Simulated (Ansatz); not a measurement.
**Li_C in LiLaC2O6 (C2/c): charge-transition levels and formation energies**

Wanted: the transition levels of a antisite in LiLaC2O6 (C2/c), from a cell of 80 host atoms with 1 C taken out and 1 Li put in.

Main program and level: Ansatz 0.2.0; place-levels on PBEsol runs: charge-transition levels and formation energies with image-charge correction and potential alignment at the atomic sites.

## Step 1: The structure

The cell holds 80 atoms: 9 Li, 8 La, 15 C and 48 O. Its edges and angles: a = 10.418 Å, b = 8.392 Å, c = 12.799 Å, α = 54.2°, β = 80.4°, γ = 85.0°. It derives from LiLaC2O6 (space group C2/c). Nearest the centre at fractional (0.420, 0.208, 0.524): Li26 at 0.00 Å, O41 at 1.28 Å, O66 at 1.28 Å, O57 at 1.30 Å, Li5 at 2.77 Å, Li2 at 2.78 Å, O79 at 2.88 Å, La14 at 3.05 Å.

Screening for the image-charge correction: ε∞ = principal values (2.88, 3.39, 3.47), ε0 = principal values (8.50, 10.45, 10.91), from a response run on this crystal (DFPT, PBEsol) at that run's own cell.

The cell's shortest repeat is 8.4 Å.

## Step 2: What was run first

A transition level is the Fermi level at which two charge states cost the same, so each charge needs its own total energy, at its own relaxed structure.

Each atom starts 0.05 Å or so off its site in a random direction. Forces are taken at one point at (¼, ¼, ¼). The cell holds 3 electrons more than the neutral one, with a uniform background that keeps it neutral on the whole.

The sampling was tested on the host first: at the k-points planned (1x1x1 shifted 0.25 0.25 0.25) its energy lies 0.000 eV an atom from the dense-mesh value, under the bound of 0.02 eV set for this test; that bounds the host's error, not the defect's.

One state's input; the others differ in charge, spin, start and seed, and in occupations where the table says so.

Input file qm3.relax/input.yaml:

```yaml
crystal:
  lattice:
    - [-3.88472433, 7.84797109, 5.64448968]
    - [6.22569243, 0.0, 5.62788045]
    - [10.11041675, 7.84797109, -0.01660923]
  atoms:
    - { symbol: Li, position: [0.25080399, 0.49919601, 0.00080399] }
    - { symbol: Li, position: [0.25080399, 0.49919601, 0.50080399] }
[... 2 atom lines left out ...]
    - { symbol: Li, position: [0.24919601, 0.00080399, 0.49919601] }
[... 5 atom lines left out ...]
    - { symbol: La, position: [0.52788434, 0.72211566, 0.27788434] }
    - { symbol: La, position: [0.52788434, 0.72211566, 0.77788434] }
    - { symbol: La, position: [0.47211566, 0.27788434, 0.22211566] }
    - { symbol: La, position: [0.47211566, 0.27788434, 0.72211566] }
[... 2 atom lines left out ...]
    - { symbol: C, position: [0.07989325, 0.29152497, 0.47635008] }
[... 4 atom lines left out ...]
    - { symbol: C, position: [0.22635008, 0.9022317, 0.82989325] }
    - { symbol: C, position: [0.72635008, 0.4022317, 0.32989325] }
[... 2 atom lines left out ...]
    - { symbol: Li, position: [0.42010675, 0.20847503, 0.52364992] }
[... 7 atom lines left out ...]
    - { symbol: O, position: [0.11549579, 0.32393921, 0.55314621] }
[... 1 atom line left out ...]
    - { symbol: O, position: [0.61549579, 0.82393921, 0.55314621] }
[... 4 atom lines left out ...]
    - { symbol: O, position: [0.38450421, 0.17606079, 0.44685379] }
[... 6 atom lines left out ...]
    - { symbol: O, position: [0.69685379, 0.24258122, 0.63450421] }
[... 5 atom lines left out ...]
    - { symbol: O, position: [0.25497692, 0.05119387, 0.82883654] }
[... 2 atom lines left out ...]
    - { symbol: O, position: [0.42116346, 0.38500733, 0.49502308] }
[... 4 atom lines left out ...]
    - { symbol: O, position: [0.24502308, 0.44880613, 0.67116346] }
[... 3 atom lines left out ...]
    - { symbol: O, position: [0.45280464, 0.06854593, 0.63448832] }
[... 2 atom lines left out ...]
    - { symbol: O, position: [0.38448832, 0.59416111, 0.20280464] }
[... 9 atom lines left out ...]
    - { symbol: O, position: [0.61551168, 0.40583889, 0.29719536] }
    - { symbol: O, position: [0.61551168, 0.40583889, 0.79719536] }
  host:
    repeats: [1, 1, 1]
    atoms:
      - { symbol: Li, position: [0.25080399, 0.49919601, 0.00080399] }
      - { symbol: Li, position: [0.25080399, 0.49919601, 0.50080399] }
      # ... 78 more atoms of the perfect host
total_charge: -3
basis:
  ecutwfc: 420
  xc_grid: 2
hamiltonian:
  xc: pbesol
kpoints:
  mp_grid: { grid: [1, 1, 1], shift: [0.25, 0.25, 0.25] }
scf:
  occupations: { method: fixed }
  max_iter: 60
output:
  forces: true
  charged_corrections:
    epsilon: [[3.25, 0.0, 0.29], [0.0, 3.39, 0.0], [0.29, 0.0, 3.1]]
    static_epsilon: [[10.11, 0.0, 1.14], [0.0, 10.45, 0.0], [1.14, 0.0, 9.3]]
    defect_position: [0.420107, 0.208475, 0.52365]
relax:
  f_tol: 0.02
  max_steps: 80
  random_displacement: { amplitude: 0.05, seed: 5309 }
checkpoint:
  write: "../qm3.relax.run"
  compress: false
  write_wavefunctions: true
  write_every: 100000
```

Command:

```bash
> ansatz run input.yaml --threads 4 --pin off --max-ram 7536MiB --backend cpu --events-out ev --progress --plain --runs-dir out
```

The relaxed structure is kept and the sampling changed to a 2×2×2 shifted mesh.

The run of this state that the levels use, under PBEsol:

Input file qm3.point/input.yaml:

```yaml
crystal:
  checkpoint: "../qm3.relax.run"
  host: checkpoint
total_charge: -3
basis:
  ecutwfc: 420
  xc_grid: 2
hamiltonian:
  xc: pbesol
kpoints:
  mp_grid: { grid: [2, 2, 2], shift: [0.5, 0.5, 0.5] }
scf:
  occupations: { method: fermi_dirac, width: 0.01 }
  max_iter: 60
output:
  forces: true
  eigenvalues: true
  charged_corrections:
    epsilon: [[3.25, 0.0, 0.29], [0.0, 3.39, 0.0], [0.29, 0.0, 3.1]]
    static_epsilon: [[10.11, 0.0, 1.14], [0.0, 10.45, 0.0], [1.14, 0.0, 9.3]]
    defect_position: [0.420107, 0.208475, 0.52365]
  eigenstates: { localisation: true }
  populations: true
checkpoint:
  read: "../qm3.relax.run"
  write: "../qm3.point.run"
  compress: false
  write_wavefunctions: false
  write_every: 100000
```

Relaxations under PBEsol at one point at (¼, ¼, ¼); times on 4 threads of Arm Neoverse V1, shared host:

```
charge  moment (μB)  occupations        outcome  steps  largest displacement against the far atoms (Å)     time
    −3            0        fixed      converged     16                                            0.60    4 min
    −2            1        fixed      converged     15                                            0.80  8.7 min
    −1            0        fixed  not converged      -                                               -     48 s
    −1            0  fermi-dirac      converged     23                                            0.91  6.9 min
     0            1        fixed      converged     29                                            1.13   21 min
    −1            2        fixed      converged     16                                            1.16  8.5 min
```

Single points under PBEsol at a 2×2×2 shifted mesh; times on 4 threads of Arm Neoverse V1, shared host:

```
charge  moment (μB)  occupations    outcome     time
    −3            0  fermi-dirac  converged  1.7 min
    −2            1  fermi-dirac  converged  4.1 min
    −1            0  fermi-dirac  converged  1.7 min
     0            1  fermi-dirac  converged  3.9 min
    −1            2  fermi-dirac  converged    4 min
```

Distances (Å) from Li26 to the nearest atoms after relaxation with PBEsol:

```
charge  moment (μB)      1.      2.      3.      4.       5.       6.
    −3            0  O 1.77  O 1.83  O 1.87  O 2.19  Li 2.89  Li 2.96
    −2            1  O 1.80  O 1.80  O 1.89  O 2.11   O 2.81   C 2.85
    −1            0  O 1.78  O 1.84  O 1.88  O 2.01   C 2.73   O 2.91
    −1            2  O 1.81  O 1.83  O 1.89  O 2.00   C 2.55   O 2.70
     0            1  O 1.82  O 1.88  O 1.90  O 1.91   O 2.49   C 2.51
```

## Step 3: Levels against the band edges, PBEsol

A charged cell interacts with its images and the background, and its potential has another zero than the host's. place-levels removes the first by a point-charge model, screened by the static dielectric constant since the ions have relaxed around the charge, and the second by comparing potentials at atoms far from the defect.

The host is a run of the defect-free crystal in the same cutoffs, grids and k-points, so that basis and sampling errors cancel in part in the differences. Its band edges come from a run of the primitive cell that searches the zone for them. The host is run in a cell of 40 atoms on a matching mesh. Chemical potentials are energies per atom of C (diamond) and Li (bcc), run with the same functional and cutoff. Carbon is taken as diamond, which semilocal functionals can put about 0.1 eV an atom over graphite.

Input file levels.point.yaml:

```yaml
host:
  run: host.point.run
  levels_from: { run: edges.point.run }
states: [qm3.point.run, qm2_M1.point.run, qm1.point.run, q0_M1.point.run, qm1_M2.point.run]
geometry_from:
  qm3.point.run: qm3.relax.run
  qm2_M1.point.run: qm2_M1.relax.run
  qm1.point.run: qm1.relax_smeared.run
  q0_M1.point.run: q0_M1.relax.run
  qm1_M2.point.run: qm1_M2.relax.run
  host.point.run: host.relax.run
chemical_potentials:
  C:
    energy: -246.667945
    dataset: <sha256 of the dataset>
  Li:
    energy: -202.99658
    dataset: "<sha256 of the dataset>"
epsilon:
  - [3.25, 0.0, 0.29]
  - [0.0, 3.39, 0.0]
  - [0.29, 0.0, 3.1]
static_epsilon:
  - [10.11, 0.0, 1.14]
  - [0.0, 10.45, 0.0]
  - [1.14, 0.0, 9.3]
vertical:
  - { from: qm3.point.run, to: qm3.point_neutral.run }
  - { from: qm2_M1.point.run, to: qm2_M1.point_neutral.run }
  - { from: qm1.point.run, to: qm1.point_neutral.run }
  - { from: qm1_M2.point.run, to: qm1_M2.point_neutral.run }
```

Command:

```bash
> ansatz place-levels levels.point.yaml -- --threads 4 --pin off --max-ram 7536MiB
```

Numbers of over 12 decimals in the logs are rounded to 6 here.

Log:

```text
[... repeated set-up lines and file paths are left out, and long positions are rounded to six places ...]
(0/-1) 1.387 eV above the valence edge, 3.075 eV under the conduction edge
(-1/-2) 2.434 eV above the valence edge, 2.028 eV under the conduction edge; not on the lower envelope
(-2/-3) 1.859 eV above the valence edge, 2.603 eV under the conduction edge; not on the lower envelope
(-1/-3) 2.146 eV above the valence edge, 2.315 eV under the conduction edge: charges between them are lowest nowhere
formation energy of charge 0: +3.990 eV with the Fermi level at the valence edge
formation energy of charge -1: +5.377 eV with the Fermi level at the valence edge
formation energy of charge -2: +7.811 eV with the Fermi level at the valence edge
formation energy of charge -3: +9.670 eV with the Fermi level at the valence edge
vertical -3 to 0: no energy, since no alignment is typed
  the change from vertical[0].from (qm3.point.run) to vertical[0].to (qm3.point_neutral.run): by its potential at epsilon [[3.25, 0, 0.29], [0, 3.39, 0], [0.29, 0, 3.1]] it stands at 0.465 0.229 0.493, with an rms radius of about 4.7 Å (2.3 2.2 3.5 Å across [...]
vertical -2 to 0: no energy, since no alignment is typed
  the change from vertical[1].from (qm2_M1.point.run) to vertical[1].to (qm2_M1.point_neutral.run): by its potential at epsilon [[3.25, 0, 0.29], [0, 3.39, 0], [0.29, 0, 3.1]] it stands at 0.477 0.150 0.693, with an rms radius of about 4.7 Å (2.4 2.4 3.3 Å [...]
vertical -1 to 0: no energy, since no alignment is typed
  the change from vertical[2].from (qm1.point.run) to vertical[2].to (qm1.point_neutral.run): by its potential at epsilon [[3.25, 0, 0.29], [0, 3.39, 0], [0.29, 0, 3.1]] it stands at 0.440 0.327 0.556, with an rms radius of about 3.3 Å (1.6 1.7 2.3 Å across [...]
vertical -1 to 0: no energy, since no alignment is typed
  the change from vertical[3].from (qm1_M2.point.run) to vertical[3].to (qm1_M2.point_neutral.run): by its potential at epsilon [[3.25, 0, 0.29], [0, 3.39, 0], [0.29, 0, 3.1]] it stands at 0.489 0.098 0.692, with an rms radius of about 4.9 Å (2.5 2.6 3.4 Å [...]
  edges by pbesol of host.levels_from (edges.point.run), its mesh sampled to repeats of 32.00 Å (the valence edge +0.018 eV and the conduction edge -0.026 eV from those of the host's own run), gap 4.462 eV; the host is sampled to repeats of 20.84 Å
  the defect's cells are sampled to repeats of 20.84 Å, like sampling
  charge 0: +0.000 eV for its dipole among its images, +0.000 omitted
  charge -1: -81784.6050 eV with its correction of +0.145 eV, at epsilon [[10.11, 0, 1.14], [0, 10.45, 0], [1.14, 0, 9.3]], aligned at sites: +0.0638 eV, mean over 46 atomic sites at or beyond 4.20 Å from the defect at [0.4201, 0.2085, 0.5236], with +0.042962 [...]
  charge -2: -81776.7130 eV with its correction of +0.702 eV, at epsilon [[10.11, 0, 1.14], [0, 10.45, 0], [1.14, 0, 9.3]], aligned at sites: +0.0665 eV, mean over 46 atomic sites at or beyond 4.20 Å from the defect at [0.4201, 0.2085, 0.5236], with +0.032676 [...]
  charge -3: -81769.3968 eV with its correction of +1.619 eV, at epsilon [[10.11, 0, 1.14], [0, 10.45, 0], [1.14, 0, 9.3]], aligned at sites: +0.0862 eV, mean over 46 atomic sites at or beyond 4.20 Å from the defect at [0.4201, 0.2085, 0.5236], with +0.020991 [...]
  charge -1: states[4] (qm1_M2.point.run) stands 1.319 eV higher, with a moment of 2.00 μB against 0.00
  of states[3] (q0_M1.point.run): its displacements don't fall off away from the defect: farther atoms stand 0.088 Å off the host's places. [...]
  of states[2] (qm1.point.run): it parts from the run at its places by a charge that spreads by about 1.7 Å along one vector (1.2 Å or more is wide), by its potential at epsilon [[3.25, 0, 0.29], [0, 3.39, 0], [0.29, 0, 3.1]], taken for that of held ions (one [...]
  of states[1] (qm2_M1.point.run): it parts from the run at its places by a charge that spreads by about 2.4 Å along one vector (1.2 Å or more is wide), by its potential at epsilon [[3.25, 0, 0.29], [0, 3.39, 0], [0.29, 0, 3.1]], taken for that of held ions [...]
  of states[0] (qm3.point.run): it parts from the run at its places by a charge that spreads by about 3.5 Å along one vector (1.8 Å or more is wide), by its potential at epsilon [[3.25, 0, 0.29], [0, 3.39, 0], [0.29, 0, 3.1]], taken for that of held ions (one [...]
  of states[4] (qm1_M2.point.run): it parts from the run at its places by a charge that spreads by about 2.6 Å along one vector (1.2 Å or more is wide), by its potential at epsilon [[3.25, 0, 0.29], [0, 3.39, 0], [0.29, 0, 3.1]], taken for that of held ions [...]
  of vertical[0].from (qm3.point.run): its displacements don't fall off away from the defect: farther atoms stand 0.082 Å off the host's places. [...]
  vertical[0].to (qm3.point_neutral.run): levels filled in part (TS 0.012 eV): its energy is of no whole electron's
  of vertical[0].to (qm3.point_neutral.run): its displacements don't fall off away from the defect: farther atoms stand 0.082 Å off the host's places. [...]
  of vertical[1].from (qm2_M1.point.run): its displacements don't fall off away from the defect: farther atoms stand 0.055 Å off the host's places. [...]
  vertical[1].to (qm2_M1.point_neutral.run): levels filled in part (TS 0.013 eV): its energy is of no whole electron's
  of vertical[1].to (qm2_M1.point_neutral.run): its displacements don't fall off away from the defect: farther atoms stand 0.055 Å off the host's places. [...]
  of vertical[2].from (qm1.point.run): its displacements don't fall off away from the defect: farther atoms stand 0.06 Å off the host's places. [...]
  vertical[2].to (qm1.point_neutral.run): levels filled in part (TS 0.004 eV): its energy is of no whole electron's
  of vertical[2].to (qm1.point_neutral.run): its displacements don't fall off away from the defect: farther atoms stand 0.06 Å off the host's places. [...]
  of vertical[3].from (qm1_M2.point.run): its displacements don't fall off away from the defect: farther atoms stand 0.052 Å off the host's places. [...]
  vertical[3].to (qm1_M2.point_neutral.run): levels filled in part (TS 0.009 eV): its energy is of no whole electron's
  of vertical[3].to (qm1_M2.point_neutral.run): its displacements don't fall off away from the defect: farther atoms stand 0.052 Å off the host's places. [...]
```

Elapsed: 0.77 s, on 4 threads of Arm Neoverse V1, shared host.

(Part 1 of 2 ends here.)

[Logs are printed without paths, hosts, clocks, repeated set-up lines and the standing remarks that a program may print on its own settings, such as how far it seeks lower states.]

[Hosts, paths, dates, database ids (printed as entryN), source tags and the programs' standing remarks are cut or masked in the printed files.]

[Where a table of states has a column of steps, it counts the stored structures, which are thinned; the runs took as many ionic steps or more.]

[A defect's name tells the site on which it was built; relaxed atoms can leave that site.]

[For some hosts the program warned that the k-mesh of the response run may be too coarse for force constants and the static dielectric constant; such warnings are not shown here.]
